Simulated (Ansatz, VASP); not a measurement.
S: VASP beside Ansatz

```xyz
1
Lattice="1.6385 0.9460 0.8613 -1.6385 0.9460 0.8613 0.0000 -1.8920 0.8613" Properties=species:S:1:pos:R:3 pbc="T T T"
S     0.0000    0.0000    0.0000
```

This isn't the form of S at room conditions, which is orthorhombic, of S8 rings.

Alike in both runs: task relaxation of cell and atoms; functional PBE; dispersion D3(BJ); k mesh 8 × 8 × 8; occupations methfessel-paxton of order 1, width 0.02 eV; no spin polarisation.

```csv
,VASP,Ansatz
version,VASP 6.6.1,Ansatz 0.2.0
potentials or method,"VASP PAW PBE potentials, release 64 (S)","plane waves, PAW"
plane-wave cutoff (eV),600,420
valence electrons in the cell,6,6
```

```csv
,VASP,Ansatz,Ansatz less VASP
relaxed volume (Å³/atom),16.58,16.72,+0.143
relaxed cell length with the largest relative difference (Å),2.553,2.559,+0.0058
energy change over the relaxation (meV/atom),-2909,-2959,-50.4
```

Caveats: the k mesh is coarse (spacing up to 0.41 Å⁻¹), so the values aren't converged; the volume moved by over 15 % at a fixed basis, so the end points are rough; the volume moved by +107 % from the deposited cell, more than functionals usually miss; pairwise dispersion overbinds metals, which lowers pressure and volume. Zero-point motion and thermal expansion aren't in these numbers.
